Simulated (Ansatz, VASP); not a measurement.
**NaCl in VASP and in Ansatz**

```xyz
2
Lattice="0.0000 2.6398 2.6398 2.6398 0.0000 2.6398 2.6398 2.6398 0.0000" Properties=species:S:1:pos:R:3 pbc="T T T"
Na    0.0000    0.0000    0.0000
Cl    2.6398    2.6398    2.6398
```

Alike in both runs: functional PBEsol; k mesh 8 × 8 × 8; no spin polarisation.

Ansatz relaxed the structure, and its values are those at the end. VASP's run is a single point on that final structure, the one shown.

```csv
,VASP,Ansatz
version,VASP 6.6.1,Ansatz 0.2.0
potentials or method,"VASP PAW PBE potentials, release 64 (Na_pv, Cl)","PAW with Ansatz's default frozen-core files, scalar-relativistic"
plane-wave cutoff (eV),520,420
occupations,"gaussian, width 0.01 eV",fixed
valence electrons in the cell,14,16
```

Ansatz gave:

| Item | Value |
| --- | --- |
| pressure (GPa) | 7.0 |

Which values does VASP return?

Pressure (GPa): 7.1.

The two sets of potentials don't hold the same shells in valence.

Caveats: the PAW data sets were made with another functional, which shifts forces and pressure a little (VASP).
